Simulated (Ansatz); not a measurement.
## Ag: do energies and stresses tell the same story?

Computed with DFT PBE, scalar-relativistic, plane waves, PAW in Ansatz.

Cutoff 420 eV; k points 18×18×18 on the computed 3-atom cell (Γ-centred); Gaussian smearing, width 0.10 eV; no spin polarisation.

Relaxed cell: R-3m, a = 2.936 Å, b = 2.936 Å, c = 21.550 Å, α = 90.00°, β = 90.00°, γ = 120.00°, 3 atoms in the primitive cell. This form isn't the element's structure at ambient conditions.

Energies at zero smearing and pressures from the stress tensor, at volumes with shape and atoms relaxed:
| V (Å³/atom) | E − E(first) (meV/atom) | P (GPa) |
| --- | --- | --- |
| 16.262 | 0.00 | 11.20 |
| 16.798 | -29.68 | 6.69 |
| 17.334 | -45.66 | 3.00 |
| 17.870 | -50.46 | -0.02 |
| 18.406 | -46.13 | -2.48 |
| 18.942 | -34.38 | -4.48 |
| 19.657 | -9.51 | -6.57 |

**Question.** Check P = −dE/dV between neighbouring volumes, and get the bulk modulus from the pressures alone.

**Answer.** With 1 eV/Å³ = 160.2 GPa:
| middle V (Å³/atom) | −ΔE/ΔV (GPa) | mean P (GPa) |
| --- | --- | --- |
| 16.530 | 8.869 | 8.941 |
| 17.066 | 4.778 | 4.842 |
| 17.602 | 1.433 | 1.489 |
| 18.138 | -1.294 | -1.247 |
| 18.674 | -3.513 | -3.476 |
| 19.299 | -5.573 | -5.523 |

The two differ by 0.07 GPa at most. The mean of two end pressures misses the average over a step by about ΔV² P″/12, up to 0.07 GPa here; with that taken off 0.01 GPa remains. Around V = 17.870 Å³/atom, the two neighbours give B = −V ΔP/ΔV = 17.870 × 5.47 / 1.072 = 91.2 GPa, against B0 = 90.7 GPa from the Birch–Murnaghan fit of the energies.